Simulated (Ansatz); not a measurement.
**Ti135, 135 atoms: one timed run**

Wanted: the time that a single point at PBE takes for Ti135.

Program: Ansatz 0.2.0 (single point, PBE, plane waves PAW). Host: Arm Neoverse N1, 56 cores, 56 hardware threads, 90 GiB; it was booked for these runs alone, one at a time. Each run is timed once from launch to exit, start-up included.

### Step 1. The system

The cell holds 135 atoms in 2298 Å³, 3×3×5 copies of a database cell.

### Step 2. The reference run

Contents of input.yaml:

```yaml
crystal:
  lattice:
    - [13.702125, 0.000000, 0.000000]
    - [-6.851061, 11.866389, 0.000000]
    - [0.000000, 0.000000, 14.131220]
  atoms:
    - { symbol: Ti, position: [0.000000, 0.000000, 0.000000] }
    - { symbol: Ti, position: [0.111111, 0.222222, 0.100000] }
    - { symbol: Ti, position: [0.222222, 0.111111, 0.100000] }
    - { symbol: Ti, position: [0.000000, 0.000000, 0.200000] }
    - { symbol: Ti, position: [0.111111, 0.222222, 0.300000] }
    - { symbol: Ti, position: [0.222222, 0.111111, 0.300000] }
    - { symbol: Ti, position: [0.000000, 0.000000, 0.400000] }
    - { symbol: Ti, position: [0.111111, 0.222222, 0.500000] }
    - { symbol: Ti, position: [0.222222, 0.111111, 0.500000] }
    - { symbol: Ti, position: [0.000000, 0.000000, 0.600000] }
    - { symbol: Ti, position: [0.111111, 0.222222, 0.700000] }
    - { symbol: Ti, position: [0.222222, 0.111111, 0.700000] }
    - { symbol: Ti, position: [0.000000, 0.000000, 0.800000] }
    - { symbol: Ti, position: [0.111111, 0.222222, 0.900000] }
    - { symbol: Ti, position: [0.222222, 0.111111, 0.900000] }
    - { symbol: Ti, position: [0.000000, 0.333333, 0.000000] }
    - { symbol: Ti, position: [0.111111, 0.555556, 0.100000] }
    - { symbol: Ti, position: [0.222222, 0.444444, 0.100000] }
    - { symbol: Ti, position: [0.000000, 0.333333, 0.200000] }
    - { symbol: Ti, position: [0.111111, 0.555556, 0.300000] }
    - { symbol: Ti, position: [0.222222, 0.444444, 0.300000] }
    - { symbol: Ti, position: [0.000000, 0.333333, 0.400000] }
    - { symbol: Ti, position: [0.111111, 0.555556, 0.500000] }
    - { symbol: Ti, position: [0.222222, 0.444444, 0.500000] }
    - { symbol: Ti, position: [0.000000, 0.333333, 0.600000] }
    - { symbol: Ti, position: [0.111111, 0.555556, 0.700000] }
    - { symbol: Ti, position: [0.222222, 0.444444, 0.700000] }
    - { symbol: Ti, position: [0.000000, 0.333333, 0.800000] }
    - { symbol: Ti, position: [0.111111, 0.555556, 0.900000] }
    - { symbol: Ti, position: [0.222222, 0.444444, 0.900000] }
    - { symbol: Ti, position: [0.000000, 0.666667, 0.000000] }
    - { symbol: Ti, position: [0.111111, 0.888889, 0.100000] }
    - { symbol: Ti, position: [0.222222, 0.777778, 0.100000] }
    - { symbol: Ti, position: [0.000000, 0.666667, 0.200000] }
    - { symbol: Ti, position: [0.111111, 0.888889, 0.300000] }
    - { symbol: Ti, position: [0.222222, 0.777778, 0.300000] }
    - { symbol: Ti, position: [0.000000, 0.666667, 0.400000] }
    - { symbol: Ti, position: [0.111111, 0.888889, 0.500000] }
    - { symbol: Ti, position: [0.222222, 0.777778, 0.500000] }
    - { symbol: Ti, position: [0.000000, 0.666667, 0.600000] }
    - { symbol: Ti, position: [0.111111, 0.888889, 0.700000] }
    - { symbol: Ti, position: [0.222222, 0.777778, 0.700000] }
    - { symbol: Ti, position: [0.000000, 0.666667, 0.800000] }
    - { symbol: Ti, position: [0.111111, 0.888889, 0.900000] }
    - { symbol: Ti, position: [0.222222, 0.777778, 0.900000] }
    - { symbol: Ti, position: [0.333333, 0.000000, 0.000000] }
    - { symbol: Ti, position: [0.444444, 0.222222, 0.100000] }
    - { symbol: Ti, position: [0.555556, 0.111111, 0.100000] }
    - { symbol: Ti, position: [0.333333, 0.000000, 0.200000] }
    - { symbol: Ti, position: [0.444444, 0.222222, 0.300000] }
    - { symbol: Ti, position: [0.555556, 0.111111, 0.300000] }
    - { symbol: Ti, position: [0.333333, 0.000000, 0.400000] }
    - { symbol: Ti, position: [0.444444, 0.222222, 0.500000] }
    - { symbol: Ti, position: [0.555556, 0.111111, 0.500000] }
    - { symbol: Ti, position: [0.333333, 0.000000, 0.600000] }
    - { symbol: Ti, position: [0.444444, 0.222222, 0.700000] }
    - { symbol: Ti, position: [0.555556, 0.111111, 0.700000] }
    - { symbol: Ti, position: [0.333333, 0.000000, 0.800000] }
    - { symbol: Ti, position: [0.444444, 0.222222, 0.900000] }
    - { symbol: Ti, position: [0.555556, 0.111111, 0.900000] }
    - { symbol: Ti, position: [0.333333, 0.333333, 0.000000] }
    - { symbol: Ti, position: [0.444444, 0.555556, 0.100000] }
    - { symbol: Ti, position: [0.555556, 0.444444, 0.100000] }
    - { symbol: Ti, position: [0.333333, 0.333333, 0.200000] }
    - { symbol: Ti, position: [0.444444, 0.555556, 0.300000] }
    - { symbol: Ti, position: [0.555556, 0.444444, 0.300000] }
    - { symbol: Ti, position: [0.333333, 0.333333, 0.400000] }
    - { symbol: Ti, position: [0.444444, 0.555556, 0.500000] }
    - { symbol: Ti, position: [0.555556, 0.444444, 0.500000] }
    - { symbol: Ti, position: [0.333333, 0.333333, 0.600000] }
    - { symbol: Ti, position: [0.444444, 0.555556, 0.700000] }
    - { symbol: Ti, position: [0.555556, 0.444444, 0.700000] }
    - { symbol: Ti, position: [0.333333, 0.333333, 0.800000] }
    - { symbol: Ti, position: [0.444444, 0.555556, 0.900000] }
    - { symbol: Ti, position: [0.555556, 0.444444, 0.900000] }
    - { symbol: Ti, position: [0.333333, 0.666667, 0.000000] }
    - { symbol: Ti, position: [0.444444, 0.888889, 0.100000] }
    - { symbol: Ti, position: [0.555556, 0.777778, 0.100000] }
    - { symbol: Ti, position: [0.333333, 0.666667, 0.200000] }
    - { symbol: Ti, position: [0.444444, 0.888889, 0.300000] }
    - { symbol: Ti, position: [0.555556, 0.777778, 0.300000] }
    - { symbol: Ti, position: [0.333333, 0.666667, 0.400000] }
    - { symbol: Ti, position: [0.444444, 0.888889, 0.500000] }
    - { symbol: Ti, position: [0.555556, 0.777778, 0.500000] }
    - { symbol: Ti, position: [0.333333, 0.666667, 0.600000] }
    - { symbol: Ti, position: [0.444444, 0.888889, 0.700000] }
    - { symbol: Ti, position: [0.555556, 0.777778, 0.700000] }
    - { symbol: Ti, position: [0.333333, 0.666667, 0.800000] }
    - { symbol: Ti, position: [0.444444, 0.888889, 0.900000] }
    - { symbol: Ti, position: [0.555556, 0.777778, 0.900000] }
    - { symbol: Ti, position: [0.666667, 0.000000, 0.000000] }
    - { symbol: Ti, position: [0.777778, 0.222222, 0.100000] }
    - { symbol: Ti, position: [0.888889, 0.111111, 0.100000] }
    - { symbol: Ti, position: [0.666667, 0.000000, 0.200000] }
    - { symbol: Ti, position: [0.777778, 0.222222, 0.300000] }
    - { symbol: Ti, position: [0.888889, 0.111111, 0.300000] }
    - { symbol: Ti, position: [0.666667, 0.000000, 0.400000] }
    - { symbol: Ti, position: [0.777778, 0.222222, 0.500000] }
    - { symbol: Ti, position: [0.888889, 0.111111, 0.500000] }
    - { symbol: Ti, position: [0.666667, 0.000000, 0.600000] }
    - { symbol: Ti, position: [0.777778, 0.222222, 0.700000] }
    - { symbol: Ti, position: [0.888889, 0.111111, 0.700000] }
    - { symbol: Ti, position: [0.666667, 0.000000, 0.800000] }
    - { symbol: Ti, position: [0.777778, 0.222222, 0.900000] }
    - { symbol: Ti, position: [0.888889, 0.111111, 0.900000] }
    - { symbol: Ti, position: [0.666667, 0.333333, 0.000000] }
    - { symbol: Ti, position: [0.777778, 0.555556, 0.100000] }
    - { symbol: Ti, position: [0.888889, 0.444444, 0.100000] }
    - { symbol: Ti, position: [0.666667, 0.333333, 0.200000] }
    - { symbol: Ti, position: [0.777778, 0.555556, 0.300000] }
    - { symbol: Ti, position: [0.888889, 0.444444, 0.300000] }
    - { symbol: Ti, position: [0.666667, 0.333333, 0.400000] }
    - { symbol: Ti, position: [0.777778, 0.555556, 0.500000] }
    - { symbol: Ti, position: [0.888889, 0.444444, 0.500000] }
    - { symbol: Ti, position: [0.666667, 0.333333, 0.600000] }
    - { symbol: Ti, position: [0.777778, 0.555556, 0.700000] }
    - { symbol: Ti, position: [0.888889, 0.444444, 0.700000] }
    - { symbol: Ti, position: [0.666667, 0.333333, 0.800000] }
    - { symbol: Ti, position: [0.777778, 0.555556, 0.900000] }
    - { symbol: Ti, position: [0.888889, 0.444444, 0.900000] }
    - { symbol: Ti, position: [0.666667, 0.666667, 0.000000] }
    - { symbol: Ti, position: [0.777778, 0.888889, 0.100000] }
    - { symbol: Ti, position: [0.888889, 0.777778, 0.100000] }
    - { symbol: Ti, position: [0.666667, 0.666667, 0.200000] }
    - { symbol: Ti, position: [0.777778, 0.888889, 0.300000] }
    - { symbol: Ti, position: [0.888889, 0.777778, 0.300000] }
    - { symbol: Ti, position: [0.666667, 0.666667, 0.400000] }
    - { symbol: Ti, position: [0.777778, 0.888889, 0.500000] }
    - { symbol: Ti, position: [0.888889, 0.777778, 0.500000] }
    - { symbol: Ti, position: [0.666667, 0.666667, 0.600000] }
    - { symbol: Ti, position: [0.777778, 0.888889, 0.700000] }
    - { symbol: Ti, position: [0.888889, 0.777778, 0.700000] }
    - { symbol: Ti, position: [0.666667, 0.666667, 0.800000] }
    - { symbol: Ti, position: [0.777778, 0.888889, 0.900000] }
    - { symbol: Ti, position: [0.888889, 0.777778, 0.900000] }
kpoints:
  mp_grid: { grid: [2, 2, 2] }
basis: { ecutwfc: 600 }
hamiltonian:
  xc: pbe
scf:
  occupations: { method: methfessel_paxton, width: 0.2 }
output: { forces: true, stress: true, eigenvalues: true }
```

Command:

```console
$ taskset -c 8-63 ansatz run input.yaml --backend cpu --max-ram 64GiB --events-out ev --progress --plain --runs-dir out
```

The program printed:

```text
Warning: the atoms were moved onto the symmetric positions of the space group found under crystal.symmetry.tolerance 1.0e-5 (fractional; no operation is sought that the atoms, as they stand in a round, miss by more than
Engine: ansatz 0.2.0, aarch64-unknown-linux-gnu
Pseudopotentials: kind: paw
Pseudopotential: Ti, paw, valence charge 12, recommended cutoff 420 eV (normal), Ti.paw.azcp
Functional definition: PBE
  exchange = pbe_x(kappa = kappa, mu = beta*pi^2/3)
  correlation = pbe_c(beta = beta)
Crystal: 135 atoms, lattice volume = 2297.662 Å³
Basis set: ecut = 600 eV, 76797 PW (Γ), exchange–correlation on 240×240×240 points (8 copies of the dense FFT grid, shifted against one another)
Bands: 972, of which v1, the nominal top of the filled ones, is band 810 counted from 1 (809 counted from 0)
Symmetry: 1080 space group operations
Space group: P6/mmm (ITA 191), of the structure as read, at distance tolerance 1.3e-4 Å
k-points: 4 of 8
Non-local potential: Ti, projectors of the file, l = 0: 3, l = 1: 2, l = 2: 3, l = 3: 1
PAW form: soft (Blöchl's): semilocal exchange-correlation on the pseudo side does not see the compensation charge
PAW one-centre angular grid: Ti, 590 points (default); XC on 64 Gauss nodes
Initial density: superposition of atomic densities (neutral atoms: chi_scale 0, normalization atom), corrected by the library's trained network
Initial wavefunctions: pseudopotential atomic-orbital guess
Functional: x = pbe(κ = 0.804, μ = 0.2195149727645171), c = pbe(β = 0.06672455060314922)
WARN: concurrent solve slots capped 4 → 3: at 4 slots the entry's largest phase would hold 73.15 GiB against the 64.00 GiB of host memory that it is priced against; at 3 slots it would hold 57.60 GiB (results are unchanged, but for whatever memory decides, tol
SCF iter   1: F=—  HF=-337456.252615 eV  |F-HF|=—  |Δ(HF+E_count)|=         —  Δρ=1.10e-2  dr2=3.76e0  ethr=1.77e-3  ⟨swp⟩=6.8  Hψ=15661  notcnv=0
preconditioner: auto → Kerker (q_TF=auto, 2.574 Å⁻¹)  [metal: Δε(μ)=0.047 eV  Ē_g=2.411 eV  σ=0.200 eV  W_gap=0.20  n_scr=646 (ndim 8)  ℏωp=18.0 eV  f_vac=0.000  D(μ)=132.89/eV (n_scr^D=1268)]
SCF iter   2: F=—  HF=-337455.820170 eV  |F-HF|=—  |Δ(HF+E_count)|=   4.32e-1  S|Δr|=    0.00e0  Δρ=4.94e-3  dr2=7.35e-1  ethr=2.32e-4  ⟨swp⟩=1.2  Hψ=4480  notcnv=0
SCF iter   3: F=—  HF=-337455.716921 eV  |F-HF|=—  |Δ(HF+E_count)|=   1.03e-1  S|Δr|=    0.00e0  Δρ=9.14e-4  dr2=2.49e-2  ethr=4.54e-5  ⟨swp⟩=2.0  Hψ=4833  notcnv=0
SCF iter   4: F=—  HF=-337455.713084 eV  |F-HF|=—  |Δ(HF+E_count)|=   3.84e-3  S|Δr|=    0.00e0  Δρ=3.10e-4  dr2=3.32e-3  ethr=1.53e-6  ⟨swp⟩=2.0  Hψ=5112  notcnv=0
SCF iter   5: F=—  HF=-337455.712790 eV  |F-HF|=—  |Δ(HF+E_count)|=   2.94e-4  S|Δr|=    0.00e0  Δρ=6.30e-5  dr2=1.12e-4  ethr=2.05e-7  ⟨swp⟩=2.2  Hψ=4798  notcnv=0
SCF iter   6: F=—  HF=-337455.713157 eV  |F-HF|=—  |Δ(HF+E_count)|=   3.67e-4  S|Δr|=    0.00e0  Δρ=1.66e-5  dr2=6.09e-6  ethr=6.91e-9  ⟨swp⟩=3.0  Hψ=6371  notcnv=0
SCF iter   7: F=—  HF=-337455.714127 eV  |F-HF|=—  |Δ(HF+E_count)|=   9.70e-4  S|Δr|=    0.00e0  Δρ=4.62e-6  dr2=4.03e-7  ethr=3.76e-10  ⟨swp⟩=2.2  Hψ=6132  notcnv=0
SCF iter   8: F=-337455.714127 eV  HF=-337455.714127 eV  |F-HF|=6.23e-9  |Δ(HF+E_count)|=   5.31e-8  S|Δr|=    0.00e0  Δρ=9.68e-7  dr2=2.09e-8  ethr=6.17e-12  ⟨swp⟩=7.2  Hψ=12900  notcnv=0
SCF 1 converged in 8 iterations: F = -337455.714127 eV  dr2 = 2.09e-8
SCF converged after 8 iterations
Stability not checked: this state was not tested for a lower state beside it, because cold or Methfessel-Paxton smearing, or corrected tetrahedra, fill the levels in a way that the test cannot read (fill_not_monotonic; see scf.lower_state_search)
Free energy (F): -337455.714127 eV
Harris-Foulkes:  -337455.714127 eV  (|F-HF|=6.23e-9)
Internal energy: -337455.792731 eV  (E = F + TS)
E sigma→0 (E₀):  -337455.733778 eV
Entropy (-TS):   0.078604 eV (0.582 meV/atom)
Fermi energy:    13.605992 eV
Step filling:    the computed levels leave a gap of 0.0000 eV = 0.0 smearing widths at the electron count; against every level under it full and every level over it empty, smearing changes F+E_penalty+E_count by +75.801 meV and its σ→0 estimate by +56.150 meV
--- Per-component energies (eV) ---
  E_band       = -20784.605808
  E_kinetic    = 36835.948769
  E_local      = -108665.549516  (includes V_loc(G=0)·N_el)
  E_nonlocal   = 1104.543737
  E_hartree    = 44765.961420
  E_xc         = -13179.385956
  E_vxc        = -16490.779571  (∫ρ·V_xc dr)
  E_paw        = -141442.273607  (= ΣΔE_a)
  E_vpaw       = -23100.673727  (= ΣTr[D̂ρ^β])
  E_aug_tail   = 0.003046  (compensation charges beyond the density's cutoff)
  E_ewald      = -156875.040623
  E_smearing   = 0.078604  (= −TS)
  E_closure    = -0.000000  (closes the sum)
  Σ components = -337455.714127   (vs F -337455.714127, Δ=0.00e0)
--- Forces (eV/Å), atoms counted from 1 ---
  atom   1  Ti     0.00000000    -0.00000000    -0.00000000
  atom   2  Ti    -0.00000000     0.00000000    -0.00000000
  atom   3  Ti     0.00000000    -0.00000000    -0.00000000
  atom   4  Ti     0.00000000     0.00000000    -0.00000000
  atom   5  Ti    -0.00000000     0.00000000    -0.00000000
  atom   6  Ti     0.00000000    -0.00000000    -0.00000000
  atom   7  Ti     0.00000000     0.00000000     0.00000000
  atom   8  Ti    -0.00000000     0.00000000     0.00000000
  atom   9  Ti     0.00000000    -0.00000000    -0.00000000
  atom  10  Ti     0.00000000     0.00000000     0.00000000
  atom  11  Ti    -0.00000000     0.00000000    -0.00000000
  atom  12  Ti     0.00000000    -0.00000000    -0.00000000
  atom  13  Ti     0.00000000    -0.00000000     0.00000000
  atom  14  Ti    -0.00000000     0.00000000     0.00000000
  atom  15  Ti     0.00000000    -0.00000000    -0.00000000
  atom  16  Ti    -0.00000000    -0.00000000    -0.00000000
  atom  17  Ti    -0.00000000     0.00000000     0.00000000
  atom  18  Ti     0.00000000     0.00000000    -0.00000000
  atom  19  Ti     0.00000000    -0.00000000    -0.00000000
  atom  20  Ti    -0.00000000     0.00000000    -0.00000000
  atom  21  Ti     0.00000000    -0.00000000    -0.00000000
  atom  22  Ti     0.00000000    -0.00000000    -0.00000000
  atom  23  Ti    -0.00000000     0.00000000     0.00000000
  atom  24  Ti     0.00000000    -0.00000000    -0.00000000
  atom  25  Ti    -0.00000000     0.00000000     0.00000000
  atom  26  Ti    -0.00000000     0.00000000    -0.00000000
  atom  27  Ti     0.00000000    -0.00000000    -0.00000000
  atom  28  Ti    -0.00000000    -0.00000000     0.00000000
  atom  29  Ti    -0.00000000     0.00000000     0.00000000
  atom 100  Ti     0.00000000    -0.00000000     0.00000000
  atom 110  Ti    -0.00000000     0.00000000     0.00000000
  atom 120  Ti     0.00000000    -0.00000000     0.00000000
  atom 130  Ti    -0.00000000    -0.00000000     0.00000000
  max |Σ_I F_I| component: 9.46e-18 eV/Å
--- Stress (GPa, compression-positive) ---
        0.859402       0.000000      -0.000000
        0.000000       0.859402      -0.000000
       -0.000000      -0.000000       0.785243
  P = ⅓ Tr σ = 0.8347 GPa (8.347 kbar)
--- Band table (eV) ---
  k-point 0: bands = ["-43.2522", "-43.2414", "-43.2414", "-43.2414", "-43.2414", "-43.2414", "-43.2414", "-43.2369", "-43.2369", "-43.2282", "-43.2282", "-43.2209", "-43.2209", "-43.2209", "-43.2209", "-43.2209", "-43.2209", "-43.2209", "-43.2209", "-43.2209"
  k-point 1: bands = ["-43.2456", "-43.2456", "-43.2358", "-43.2358", "-43.2358", "-43.2358", "-43.2358", "-43.2358", "-43.2358", "-43.2358", "-43.2358", "-43.2358", "-43.2358", "-43.2358", "-43.2316", "-43.2316", "-43.2316", "-43.2316", "-43.2064", "-43.2064"
  k-point 2: bands = ["-43.2485", "-43.2485", "-43.2432", "-43.2432", "-43.2383", "-43.2383", "-43.2383", "-43.2383", "-43.2381", "-43.2256", "-43.2256", "-43.2256", "-43.2256", "-43.2221", "-43.2221", "-43.2221", "-43.2221", "-43.2188", "-43.2188", "-43.2188"
  k-point 3: bands = ["-43.2422", "-43.2422", "-43.2422", "-43.2422", "-43.2374", "-43.2374", "-43.2374", "-43.2374", "-43.2329", "-43.2329", "-43.2329", "-43.2329", "-43.2329", "-43.2329", "-43.2329", "-43.2329", "-43.2327", "-43.2327", "-43.2050", "-43.2050"
```

Wall time 1.7 min, CPU time 81 min, peak memory 48 GiB, 8 SCF iterations in all (56 threads).

Size of the job: 4 k-points, 76797 plane waves, 972 bands, 1620 valence electrons, 1080 symmetry operations.

Where the time went (the program's own counters):

```tsv
phase	seconds	share of the wall time
diag	76	73 %
stress	16	15 %
complement_search	3.6	3 %
density	3.5	3 %
mixing	2.5	2 %
```

### Step 3. Outcome

```
 quantity                  value
reference  1.7 min on 56 threads
```

In words: CPU time over wall time is 46, for 56 threads. In the reference run the eigensolver takes 73 % of the time. The figures hold for this build, input and host.
